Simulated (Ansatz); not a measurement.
**TiAl: stiffness from a series of strains**

```
CELL_PARAMETERS angstrom
2.83730 0.00000 0.00000
0.00000 2.83730 0.00000
0.00000 0.00000 4.05910
ATOMIC_POSITIONS crystal
Ti 0.00000 0.00000 0.00000
Al 0.50000 0.50000 0.50000
```

Atoms are numbered in the order listed.

The cell comes from COD entry 1532769, which wasn't checked; take it as a given geometry.

Spin polarisation is left out, and whether a magnetic state lies lower isn't shown here.

Method: DFT, PBEsol, all-electron LAPW, scalar-relativistic (Ansatz 0.2.0).

Numerical set-up: a Γ-centred 12×12×8 k mesh, Fermi–Dirac smearing of 0.05 eV, basis error target 1 meV/atom, no spin polarisation.

The strain is applied along the Cartesian axes of the cell as listed (γ is the engineering shear, twice εxy = εyz = εzx). Fractional coordinates are held (clamped ions).

σ is the change of stress from the unstrained cell, which is at -3.98 GPa; tension is positive, so slopes are stress–strain coefficients at that pressure. In a metal the k mesh adds noise.

Only quantities that a quadratic follows smoothly over the whole series are listed; rougher ones are left out.

| γ | σxy (GPa) | σyz (GPa) |
| --- | --- | --- |
| -0.0200 | -0.97 | -2.29 |
| -0.0100 | -0.47 | -1.12 |
| 0.0000 | 0.00 | 0.00 |
| 0.0200 | 0.79 | 2.09 |

**Question.** Fit the series and read off the stiffness at zero strain.

**Answer.** Least-squares fits y = p0 + p1 x + p2 x² to the rows give σxy (GPa): p1 = 44.1, p2 = -220; σyz (GPa): p1 = 109, p2 = -250.

**Question.** One run, at γ = 0.0100, is withheld. Predict its row.

**Answer.** The fits give 0.42, 1.07; the run gave 0.43, 1.07.
